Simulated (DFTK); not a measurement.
SnO2 (Cassiterite) in DFTK: convergence with cutoff

Crystal: SnO2 (Cassiterite).

```xyz
6
Lattice="4.7380 0.0000 0.0000 0.0000 4.7380 0.0000 0.0000 0.0000 3.1865" Properties=species:S:1:pos:R:3 pbc="T T T"
Sn    2.3690    2.3690    1.5933
Sn    0.0000    0.0000    0.0000
O     3.8240    0.9140    1.5933
O     3.2830    3.2830    0.0000
O     0.9140    3.8240    1.5933
O     1.4550    1.4550    0.0000
```

* Program: DFTK 0.8.2
* Task: convergence study
* Functional: PBEsol
* Potentials or basis: SPMS 1.0 (PBE)
* Cutoff: 272 eV
* k mesh: 3 × 3 × 4
* Occupations: methfessel-paxton order 1, width 0.1 eV
* Spin: no spin polarisation

These are the settings of the first run; the series varies cutoff, with any setting tied to it.

Hardware: 1 thread of Intel(R) Xeon(R) Platinum 8488C (Sapphire Rapids), with other jobs on the host.

Q: The values tried are 272.114 eV, 380.959 eV, 435.382 eV, 571.439 eV, 707.496 eV, 816.342 eV, 979.61 eV, 1197.3 eV, loosest first. From which on does the largest force stay within 0.005 eV/Å of the tightest run that finished?

A: From 816.342 eV on.

```tsv
cutoff	energy less the tightest run (meV/atom)	pressure (GPa)	largest force (eV/Å)	gap on the mesh (eV)	SCF cycles
272.114 eV	18095.15	-461.88	0.865	0.581	11
380.959 eV	6658.14	-171.00	0.352	0.102	12
435.382 eV	4308.54	-125.74	0.371	0.394	12
571.439 eV	1315.85	-58.94	0.143	0.918	13
707.496 eV	320.23	-19.63	0.152	1.059	13
816.342 eV	83.77	-4.81	0.180	1.093	12
979.61 eV	6.19	2.44	0.177	1.105	12
1197.3 eV	0.00	3.47	0.178	1.105	11
```

Against the tightest run, the gap on the mesh stays within 0.01 eV from 979.61 eV on. Not settled before the last step: the energy (to 1 meV/atom), the pressure (to 0.1 GPa). The tightest run that finished is the yardstick and may itself not be fully converged.

Caveat, for the tightest run too: the k mesh is coarse (spacing up to 0.49 Å⁻¹), so the values aren't converged; with this smearing the Fermi level of a gapped crystal can stick at a band edge; the potentials were made for another functional, which shifts forces and pressure; spin-orbit coupling is left out, which moves the levels of the heavy elements.
